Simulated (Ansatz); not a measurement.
# SnTe (Fm-3m) in Ansatz: notebook

One crystal, SnTe, is run at these levels: revPBE, BLYP; tasks: relaxation of cell and atoms.

All numbers are computed with Ansatz 0.2.0; they aren't measurements. Logs are shortened: lines on timing, memory, paths and dates and some standing lists are left out, and cuts for length are marked.

**1. The crystal as given**

It takes space group Fm-3m (No. 225, cubic). The conventional cell has a = 6.302 Å, b = 6.302 Å, c = 6.302 Å, α = 90.00°, β = 90.00°, γ = 90.00°. Te (site symmetry m-3m) is surrounded by 6 Sn at 3.15 Å. Around Sn (site symmetry m-3m) lie 6 Te at 3.15 Å.

**2. Relaxation of cell and atoms, revPBE**

input.yaml

```yaml
crystal:
  lattice:
    - [0.0, 3.15085, 3.15085]
    - [3.15085, 0.0, 3.15085]
    - [3.15085, 3.15085, 0.0]
  atoms:
    - { symbol: Te, position: [0.5, 0.5, 0.5] }
    - { symbol: Sn, position: [0.0, 0.0, 0.0] }
hamiltonian:
  xc: revpbe
  pseudopotentials: { kind: paw }
kpoints:
  mp_grid: { grid: [7, 7, 7] }
scf:
  occupations: { method: fermi_dirac, width: 0.05 }
output:
  forces: true
  stress: true
relax:
  f_tol: 0.01
  max_steps: 40
  cell: { stress_tol: 0.05 }
```

Potentials or basis: Ansatz PAW.

Command:

```console
$ ansatz run input.yaml --threads 2 --pin off --max-ram 5632MiB --backend cpu --events-out ev --progress --plain --runs-dir out
```

The log of the run:

```text
Warning: RAYON_NUM_THREADS=2 ignored (pool sized by the plan → 2); use --threads N
Engine: ansatz 0.2.0, x86_64-unknown-linux-gnu
Pseudopotentials: kind: paw
Pseudopotential: Te, paw, valence charge 16, recommended cutoff 420 eV (normal), Te.paw.azcp
Pseudopotential: Sn, paw, valence charge 14, recommended cutoff 420 eV (normal), Sn.paw.azcp
Functional definition: revPBE
  parameter kappa = 1.245
  parameter beta = 0.06672455060314922
  exchange = pbe_x(kappa = kappa, mu = beta*pi^2/3)
  correlation = pbe_c(beta = beta)
Crystal: 2 atoms, lattice volume = 62.562 Å³
Basis set: ecut = 420 eV, 1243 PW (Γ), exchange–correlation on 60×60×60 points (8 copies of the dense FFT grid, shifted against one another)
Bands: 19, of which v1, the nominal top of the filled ones, is band 15 counted from 1 (14 counted from 0)
Symmetry: 48 space group operations
Space group: Fm-3m (ITA 225), of the structure as read, at distance tolerance 4.0e-5 Å
k-points: 20 of 343
Non-local potential: Te, projectors of the file, l = 0: 2, l = 1: 2, l = 2: 2, l = 3: 2
Non-local potential: Sn, projectors of the file, l = 0: 2, l = 1: 2, l = 2: 2, l = 3: 2
PAW form: soft (Blöchl's): semilocal exchange-correlation on the pseudo side does not see the compensation charge
PAW frozen core: Te, regenerated for the run's functional, and the local potential with it (the file was generated under x = pbe(κ = 0.804, μ = 0.2195149727645171), c = pbe(β = 0.06672455060314922))
PAW frozen core: Sn, regenerated for the run's functional, and the local potential with it (the file was generated under x = pbe(κ = 0.804, μ = 0.2195149727645171), c = pbe(β = 0.06672455060314922))
PAW one-centre angular grid: Te, 590 points (default); XC on 64 Gauss nodes
PAW one-centre angular grid: Sn, 590 points (default); XC on 64 Gauss nodes
Initial density: superposition of atomic densities (neutral atoms: chi_scale 0, normalization atom), corrected by the library's trained network
Initial wavefunctions: pseudopotential atomic-orbital guess
Functional: x = revpbe(κ = 1.245, μ = 0.2195149727645171), c = pbe(β = 0.06672455060314922)
SCF iter   1: F=—  HF=-13017.114756 eV  |F-HF|=—  |Δ(HF+E_count)|=         —  Δρ=1.50e-3  dr2=1.12e-3  ethr=1.77e-3  ⟨swp⟩=6.1  Hψ=1978  notcnv=0
preconditioner: auto → none  [insulator: Δε(μ)=0.664 eV  Ē_g=8.687 eV  σ=0.050 eV  W_gap=1.00  n_scr=14 (ndim 8)  ℏωp=14.8 eV  f_vac=0.009  D(μ)=0.00/eV (n_scr^D=0)  ε∞_Penn≈3.9]
SCF iter   2: F=—  HF=-13017.112980 eV  |F-HF|=—  |Δ(HF+E_count)|=   1.78e-3  Δρ=5.07e-4  dr2=2.08e-4  ethr=3.75e-6  ⟨swp⟩=2.0  Hψ=843  notcnv=0
SCF iter   3: F=—  HF=-13017.112995 eV  |F-HF|=—  |Δ(HF+E_count)|=   1.52e-5  Δρ=2.61e-4  dr2=4.31e-5  ethr=6.92e-7  ⟨swp⟩=2.8  Hψ=584  notcnv=0
SCF iter   4: F=—  HF=-13017.113012 eV  |F-HF|=—  |Δ(HF+E_count)|=   1.69e-5  Δρ=3.50e-5  dr2=7.49e-7  ethr=1.44e-7  ⟨swp⟩=2.0  Hψ=480  notcnv=0
iter 5 did not close the SCF: its close was put off for the readings that it lacked (scf_convergence_deferred on its scf_iter line)
SCF iter   5: F=-13017.113012 eV  HF=-13017.113012 eV  |F-HF|=4.73e-8  |Δ(HF+E_count)|=   1.01e-7  Δρ=1.32e-5  dr2=8.17e-8  ethr=2.50e-9  ⟨swp⟩=2.0  Hψ=683  notcnv=0
SCF iter   6: F=-13017.113012 eV  HF=-13017.113012 eV  |F-HF|=3.14e-9  |Δ(HF+E_count)|=   9.80e-8  Δρ=2.30e-6  dr2=3.43e-9  ethr=2.72e-10  ⟨swp⟩=3.0  Hψ=1440  notcnv=0
SCF 1 converged in 6 iterations: F = -13017.113012 eV  dr2 = 3.43e-9
relax step   1: F+E_penalty+E_count = -13017.11301200 eV  Δ(F+E_penalty+E_count) = +0.000e0 eV  max|allowed force component| = 1.768e-29 eV/Å  Δτ_max = 0.0000 Å  P = +3.259 GPa  Ω = 62.562 Å³  (6 SCF iters, dr2 threshold 1.00e-7 eV, accepted)
Crystal: 2 atoms, lattice volume = 68.697 Å³
Basis set: ecut = 420 eV, 1363 PW (Γ), exchange–correlation on 60×60×60 points (8 copies of the dense FFT grid, shifted against one another)
Initial density: handed on by an earlier stage of this run
Initial wavefunctions: those handed on with the density
iter 1 solved again at ethr=3.93e-5 eV; its pass at ethr=3.10e-3 eV (dr2=1.18e-2 eV) is discarded
SCF iter   1: F=—  HF=-13017.157739 eV  |F-HF|=—  |Δ(HF+E_count)|=         —  Δρ=2.60e-3  dr2=1.14e-2  ethr=3.93e-5  ⟨swp⟩=2.0  Hψ=2505  notcnv=0
preconditioner: auto → none  [insulator: Δε(μ)=0.708 eV  Ē_g=8.281 eV  σ=0.050 eV  W_gap=1.00  n_scr=14 (ndim 8)  ℏωp=14.2 eV  f_vac=0.025  D(μ)=0.00/eV (n_scr^D=0)  ε∞_Penn≈3.9]
SCF iter   2: F=—  HF=-13017.155411 eV  |F-HF|=—  |Δ(HF+E_count)|=   2.33e-3  Δρ=9.29e-4  dr2=1.37e-3  ethr=3.81e-5  ⟨swp⟩=2.1  Hψ=549  notcnv=0
SCF iter   3: F=—  HF=-13017.155211 eV  |F-HF|=—  |Δ(HF+E_count)|=   2.01e-4  Δρ=4.51e-4  dr2=1.82e-4  ethr=4.57e-6  ⟨swp⟩=2.2  Hψ=525  notcnv=0
SCF iter   4: F=—  HF=-13017.155334 eV  |F-HF|=—  |Δ(HF+E_count)|=   1.23e-4  Δρ=1.09e-4  dr2=7.62e-6  ethr=6.05e-7  ⟨swp⟩=2.3  Hψ=571  notcnv=0
SCF iter   5: F=—  HF=-13017.155336 eV  |F-HF|=—  |Δ(HF+E_count)|=   2.16e-6  Δρ=1.75e-5  dr2=2.65e-7  ethr=2.54e-8  ⟨swp⟩=2.0  Hψ=581  notcnv=0
SCF iter   6: F=-13017.155336 eV  HF=-13017.155336 eV  |F-HF|=1.02e-8  |Δ(HF+E_count)|=   3.42e-7  Δρ=6.64e-6  dr2=2.67e-8  ethr=6.67e-10  ⟨swp⟩=5.0  Hψ=1300  notcnv=0
SCF 2 converged in 6 iterations: F = -13017.155336 eV  dr2 = 2.67e-8
relax step   2: F+E_penalty+E_count = -13017.15533612 eV  Δ(F+E_penalty+E_count) = -4.232e-2 eV  max|allowed force component| = 9.466e-30 eV/Å  Δτ_max = 0.0000 Å  P = -0.668 GPa  Ω = 68.697 Å³  energy of the carried Pulay correction = -1.113e-3 eV  (6 SCF iters, dr2 threshold 2.00e-7 eV, accepted)
Crystal: 2 atoms, lattice volume = 67.570 Å³
iter 1 solved again at ethr=1.29e-6 eV; its pass at ethr=3.10e-3 eV (dr2=3.88e-4 eV) is discarded
SCF iter   1: F=—  HF=-13017.158284 eV  |F-HF|=—  |Δ(HF+E_count)|=         —  Δρ=4.36e-4  dr2=3.20e-4  ethr=1.29e-6  ⟨swp⟩=2.9  Hψ=2428  notcnv=0
preconditioner: auto → none  [insulator: Δε(μ)=0.683 eV  Ē_g=8.324 eV  σ=0.050 eV  W_gap=1.00  n_scr=14 (ndim 8)  ℏωp=14.3 eV  f_vac=0.015  D(μ)=0.00/eV (n_scr^D=0)  ε∞_Penn≈3.9]
SCF iter   2: F=—  HF=-13017.158213 eV  |F-HF|=—  |Δ(HF+E_count)|=   7.09e-5  Δρ=1.53e-4  dr2=3.65e-5  ethr=1.07e-6  ⟨swp⟩=2.0  Hψ=468  notcnv=0
SCF iter   3: F=—  HF=-13017.158205 eV  |F-HF|=—  |Δ(HF+E_count)|=   7.68e-6  Δρ=7.26e-5  dr2=4.66e-6  ethr=1.22e-7  ⟨swp⟩=2.0  Hψ=469  notcnv=0
SCF iter   4: F=—  HF=-13017.158208 eV  |F-HF|=—  |Δ(HF+E_count)|=   2.66e-6  Δρ=2.06e-5  dr2=2.61e-7  ethr=1.55e-8  ⟨swp⟩=2.0  Hψ=586  notcnv=0
SCF iter   5: F=-13017.158208 eV  HF=-13017.158208 eV  |F-HF|=8.59e-9  |Δ(HF+E_count)|=   1.73e-8  Δρ=4.75e-6  dr2=1.26e-8  ethr=6.67e-10  ⟨swp⟩=4.7  Hψ=1284  notcnv=0
SCF 3 converged in 5 iterations: F = -13017.158208 eV  dr2 = 1.26e-8
relax step   3: F+E_penalty+E_count = -13017.15820787 eV  Δ(F+E_penalty+E_count) = -2.872e-3 eV  max|allowed force component| = 5.759e-29 eV/Å  Δτ_max = 0.0000 Å  P = -0.083 GPa  Ω = 67.570 Å³  energy of the carried Pulay correction = -9.164e-4 eV  (5 SCF iters, dr2 threshold 2.00e-7 eV, accepted)
Crystal: 2 atoms, lattice volume = 67.412 Å³
iter 1 solved again at ethr=3.20e-8 eV; its pass at ethr=3.10e-3 eV (dr2=9.59e-6 eV) is discarded
SCF iter   1: F=—  HF=-13017.158279 eV  |F-HF|=—  |Δ(HF+E_count)|=         —  Δρ=6.30e-5  dr2=6.50e-6  ethr=3.20e-8  ⟨swp⟩=3.0  Hψ=2395  notcnv=0
preconditioner: auto → none  [insulator: Δε(μ)=0.683 eV  Ē_g=8.338 eV  σ=0.050 eV  W_gap=1.00  n_scr=14 (ndim 8)  ℏωp=14.3 eV  f_vac=0.018  D(μ)=0.00/eV (n_scr^D=0)  ε∞_Penn≈3.9]
SCF iter   2: F=—  HF=-13017.158276 eV  |F-HF|=—  |Δ(HF+E_count)|=   3.61e-6  Δρ=2.28e-5  dr2=8.05e-7  ethr=2.17e-8  ⟨swp⟩=2.0  Hψ=468  notcnv=0
SCF iter   3: F=—  HF=-13017.158275 eV  |F-HF|=—  |Δ(HF+E_count)|=   9.47e-8  Δρ=1.12e-5  dr2=1.15e-7  ethr=2.68e-9  ⟨swp⟩=2.1  Hψ=496  notcnv=0
SCF iter   4: F=-13017.158276 eV  HF=-13017.158276 eV  |F-HF|=3.73e-10  |Δ(HF+E_count)|=   8.38e-8  Δρ=2.48e-6  dr2=4.21e-9  ethr=5.79e-11  ⟨swp⟩=5.2  Hψ=1342  notcnv=0
SCF 4 converged in 4 iterations: F = -13017.158276 eV  dr2 = 4.21e-9
relax step   4: F+E_penalty+E_count = -13017.15827557 eV  Δ(F+E_penalty+E_count) = -6.770e-5 eV  max|allowed force component| = 9.401e-30 eV/Å  Δτ_max = 0.0000 Å  P = +0.003 GPa  Ω = 67.412 Å³  energy of the carried Pulay correction = -8.886e-4 eV  (4 SCF iters, dr2 threshold 1.74e-8 eV, accepted)
Basis set: ecut = 420 eV, 1363 PW (Γ), exchange–correlation on 64×64×64 points (8 copies of the dense FFT grid, shifted against one another)
Initial wavefunctions: pseudopotential atomic-orbital guess (no wavefunctions were taken with the density)
iter 1 solved again at ethr=1.68e-7 eV; its pass at ethr=3.10e-3 eV (dr2=5.05e-5 eV) is discarded
SCF iter   1: F=—  HF=-13017.157939 eV  |F-HF|=—  |Δ(HF+E_count)|=         —  Δρ=2.62e-4  dr2=1.53e-6  ethr=1.68e-7  ⟨swp⟩=3.3  Hψ=3043  notcnv=0
preconditioner: auto → none  [insulator: Δε(μ)=0.683 eV  Ē_g=8.339 eV  σ=0.050 eV  W_gap=1.00  n_scr=14 (ndim 8)  ℏωp=14.3 eV  f_vac=0.017  D(μ)=0.00/eV (n_scr^D=0)  ε∞_Penn≈3.9]
SCF iter   2: F=—  HF=-13017.158817 eV  |F-HF|=—  |Δ(HF+E_count)|=   8.78e-4  Δρ=1.30e-4  dr2=3.39e-7  ethr=5.11e-9  ⟨swp⟩=3.0  Hψ=692  notcnv=0
SCF iter   3: F=—  HF=-13017.159098 eV  |F-HF|=—  |Δ(HF+E_count)|=   2.81e-4  Δρ=2.23e-5  dr2=6.33e-8  ethr=1.13e-9  ⟨swp⟩=2.0  Hψ=682  notcnv=0
SCF iter   4: F=—  HF=-13017.159105 eV  |F-HF|=—  |Δ(HF+E_count)|=   7.07e-6  Δρ=7.39e-6  dr2=8.84e-9  ethr=2.11e-10  ⟨swp⟩=3.0  Hψ=692  notcnv=0
SCF iter   5: F=—  HF=-13017.159106 eV  |F-HF|=—  |Δ(HF+E_count)|=   7.78e-7  Δρ=1.73e-6  dr2=7.01e-10  ethr=2.95e-11  ⟨swp⟩=2.0  Hψ=476  notcnv=0
SCF iter   6: F=—  HF=-13017.159106 eV  |F-HF|=—  |Δ(HF+E_count)|=   3.88e-8  Δρ=2.18e-7  dr2=2.79e-11  ethr=2.34e-12  ⟨swp⟩=2.0  Hψ=476  notcnv=0
SCF iter   7: F=-13017.159106 eV  HF=-13017.159106 eV  |F-HF|=3.64e-12  |Δ(HF+E_count)|=  4.15e-10  Δρ=2.23e-8  dr2=4.81e-13  ethr=1.00e-12  ⟨swp⟩=6.5  Hψ=1611  notcnv=0
SCF 5 converged in 7 iterations: F = -13017.159106 eV  dr2 = 4.81e-13
relax step   5: F+E_penalty+E_count = -13017.15910598 eV  Δ(F+E_penalty+E_count) = -8.304e-4 eV  max|allowed force component| = 8.250e-30 eV/Å  Δτ_max = 0.0000 Å  P = -0.003 GPa  Ω = 67.412 Å³  stress off target by 3.05e-3 GPa  SCF on the basis re-selected at this cell (its energy is not comparable with the rows above)  (7 SCF iters)
basis re-selected at this cell: Δ(F+E_penalty+E_count) = -8.304e-4 eV, ΔP = -0.006 GPa vs the last step (what re-selecting the basis moved, of the pressure what is left beyond the Pulay correction that the steps carried, after the strain that the cell walked since its last selection, with what the two solves' SCF thresholds leave and, on support functions, any second-order correction that the steps lacked; it is no measure of the basis error at this ecutwfc). The dense FFT grid was sized anew with the basis: this SCF ran on 32×32×32 points, the steps before it on 30×30×30, so part of this shift can come from that change (see relax.cell in the input reference). This SCF's stress stands 3.05e-3 GPa from its target on what of the cell is left free (relax.cell.stress_tol is 5.00e-2 GPa) and its largest allowed force component is 8.25e-30 eV/Å (relax.f_tol is 1.00e-2 eV/Å): within both
SCF converged after 7 iterations
Free energy (F): -13017.159106 eV
Harris-Foulkes:  -13017.159106 eV  (|F-HF|=3.64e-12)
Internal energy: -13017.159058 eV  (E = F + TS)
E sigma→0 (E₀):  -13017.159082 eV
Entropy (-TS):   -0.000048 eV (-0.024 meV/atom)
Fermi energy:    8.727045 eV
--- Per-component energies (eV) ---
  E_band       = -379.757620
  E_kinetic    = 363.908891
  E_local      = -2265.858237  (includes V_loc(G=0)·N_el)
  E_nonlocal   = -344.377013
  E_hartree    = 1397.570996
  E_xc         = -507.424490
  E_vxc        = -199.125754  (∫ρ·V_xc dr)
  E_paw        = -8807.387426  (= ΣΔE_a)
  E_vpaw       = -729.447314  (= ΣTr[D̂ρ^β])
  E_aug_tail   = -0.000194  (compensation charges beyond the density's cutoff)
  E_ewald      = -2853.582782
  E_core_change = -0.008803  (= ΣΔE_core)
  E_smearing   = -0.000048  (= −TS)
  E_closure    = 0.000000  (closes the sum)
  Σ components = -13017.159106   (vs F -13017.159106, Δ=0.00e0)
--- Forces (eV/Å), atoms counted from 1 ---
  atom   1  Te     0.00000000    -0.00000000     0.00000000
  atom   2  Sn    -0.00000000     0.00000000    -0.00000000
  max |Σ_I F_I| component: 1.51e-29 eV/Å
--- Stress (GPa, compression-positive) ---
       -0.003049      -0.000000      -0.000000
       -0.000000      -0.003049      -0.000000
       -0.000000      -0.000000      -0.003049
  P = ⅓ Tr σ = -0.0030 GPa (-0.030 kbar)
--- Relaxed structure (4 steps of the walk, 4 accepted, 1 SCFs on fresh bases) ---
  F+E_penalty+E_count = -13017.15910598 eV   max|allowed force component| = 8.250e-30 eV/Å   (the final SCF, on the basis selected at the relaxed cell)
  cell:  # Å, volume = 67.4121 Å³
    - [-9.9359754641464e-34, 3.2302486124369247, 3.2302486124369247]
    - [3.2302486124369247, -8.6621324559225e-34, 3.2302486124369247]
    - [3.2302486124369247, 3.2302486124369247, 1.2993198683883754e-33]
  atoms:
    - { symbol: Te, position: [0.5, 0.5, 0.5] }
    - { symbol: Sn, position: [-6.367097845382667e-37, -1.3370905480805518e-35, -8.27722720257044e-36] }
```

It took 3.1 s on 2 threads of Intel Xeon Platinum 8488C (Sapphire Rapids), shared host; peak memory 0.42 GiB.

What came out:

| Quantity | Value |
| --- | --- |
| Free energy | -13017.1591 eV |
| Relaxed volume | 33.71 Å³/atom |
| Relaxed cell | a = 4.568 Å, b = 4.568 Å, c = 4.568 Å, α = 60.00°, β = 60.00°, γ = 60.00° |
| Space group after relaxing (to 0.05 Å) | Fm-3m (No. 225) |
| Energy gained by relaxing | 23.0 meV/atom |
| Ionic steps | 5 |
| Pressure after relaxing | 0.0 GPa |

Step by step:
```csv
step,energy change (eV),largest force (eV/Å),volume (Å³)
1,0.0000,0.0000,62.56
2,-0.0423,0.0000,68.70
3,-0.0452,0.0000,67.57
4,-0.0453,0.0000,67.41
5,-0.0461,0.0000,67.41
```

Final structure:
```cif
data_structure
_symmetry_space_group_name_H-M 'P 1'
_symmetry_Int_Tables_number 1
_cell_length_a 4.5683
_cell_length_b 4.5683
_cell_length_c 4.5683
_cell_angle_alpha 60.000
_cell_angle_beta 60.000
_cell_angle_gamma 60.000
_cell_volume 67.41
loop_
_atom_site_label
_atom_site_type_symbol
_atom_site_fract_x
_atom_site_fract_y
_atom_site_fract_z
_atom_site_occupancy
Te1 Te 0.50000 0.50000 0.50000 1
Sn1 Sn 0.00000 0.00000 0.00000 1
```

Caveat: this odd mesh misses L, where the gap lies, so gap, dielectric constants and Born charges aren't listed; the plane-wave basis is chosen anew once the cell has moved, so the energies of steps on either side of that aren't comparable; the PAW data sets come from PBE, with cores solved anew for the run's functional, which leaves a small shift of forces and pressure. revPBE gives volumes clearly too large for solids.

**3. Relaxation of cell and atoms, BLYP**

input.yaml: that of step 2 with these lines changed.

```diff
@@ -9,3 +9,3 @@
 hamiltonian:
-  xc: revpbe
+  xc: blyp
   pseudopotentials: { kind: paw }
```

Potentials or basis: Ansatz PAW.

Command:

```console
$ ansatz run input.yaml --threads 2 --pin off --max-ram 5632MiB --backend cpu --events-out ev --progress --plain --runs-dir out
```

It took 4.4 s on 2 threads of Intel Xeon Platinum 8488C (Sapphire Rapids), shared host; peak memory 0.43 GiB.

It converged, with:

| Quantity | Value |
| --- | --- |
| Free energy | -13038.3875 eV |
| Relaxed volume | 35.88 Å³/atom |
| Relaxed cell | a = 4.664 Å, b = 4.664 Å, c = 4.664 Å, α = 60.00°, β = 60.00°, γ = 60.00° |
| Space group after relaxing (to 0.05 Å) | Fm-3m (No. 225) |
| Energy gained by relaxing | 77.1 meV/atom |
| Ionic steps | 6 |
| Pressure after relaxing | 0.0 GPa |

The path:
```
step  energy change (eV)  largest force (eV/Å)  volume (Å³)
   1              0.0000                0.0000        62.56
   2             -0.1527                0.0000        72.29
   3             -0.1531                0.0000        71.89
   4             -0.1543                0.0000        71.89
   5             -0.1543                0.0000        71.76
   6             -0.1543                0.0000        71.76
```

Final structure:
```
Te Sn
1.0
     0.00000    3.29823    3.29823
     3.29823    0.00000    3.29823
     3.29823    3.29823    0.00000
Te Sn
1 1
Direct
  0.50000 0.50000 0.50000
  0.00000 0.00000 0.00000
```

Caveat: this odd mesh misses L, where the gap lies, so gap, dielectric constants and Born charges aren't listed; the plane-wave basis is chosen anew once the cell has moved, so the energies of steps on either side of that aren't comparable; the volume moved by +15 % from the deposited cell, more than functionals usually miss; the PAW data sets come from PBE, with cores solved anew for the run's functional, which leaves a small shift of forces and pressure. Zero-point motion and thermal expansion aren't in these numbers.
